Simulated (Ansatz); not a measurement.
# Ansatz input wanted

[CHF3]−: 5 atoms, total charge -1, spin state doublet. SMILES of the parent species: `FC(F)F`. The shape was relaxed beforehand at r2SCAN/def2-SVP. At this shape a bond of the SMILES string is far longer than usual.

```xyz
5

F    -0.7537   -0.5666    1.0570
C    -0.0147   -0.0429   -0.0050
F     0.9720   -1.0132   -0.1867
F    -0.8580   -0.2698   -1.0937
H     0.6543    1.8924    0.2284
```

Settings wanted:

* basis set: def2-TZVPP
* core potential: none
* integral approximation: automatic
* task: energy
* method: DFT
* functional: wB97M-V
* reference: UKS
* relativity: none
* accuracy: medium

Give an Ansatz 0.2.0 job that does this.

This one ran through:

molecule.yaml:
```yaml
crystal:
  periodic: [false, false, false]
  atoms:
    - symbol: F
      position_ang: [-0.753700, -0.566590, 1.056968]
    - symbol: C
      position_ang: [-0.014683, -0.042886, -0.004975]
    - symbol: F
      position_ang: [0.972050, -1.013183, -0.186719]
    - symbol: F
      position_ang: [-0.858003, -0.269766, -1.093700]
    - symbol: H
      position_ang: [0.654337, 1.892435, 0.228414]
basis:
  gaussian:
    orbitals: def2-TZVPP
total_charge: -1
magnetization:
  spin_polarized: true
  initial_magnetization: 1
hamiltonian:
  xc: {name: wB97M-V}
```

```bash
$ ansatz run molecule.yaml --threads 1 --pin off --max-ram 3480MiB --events-out events.jsonl --progress --plain --runs-dir runs
```

Calculated total energy: -338.20120 Eh. Without diffuse functions such a state is poorly described.
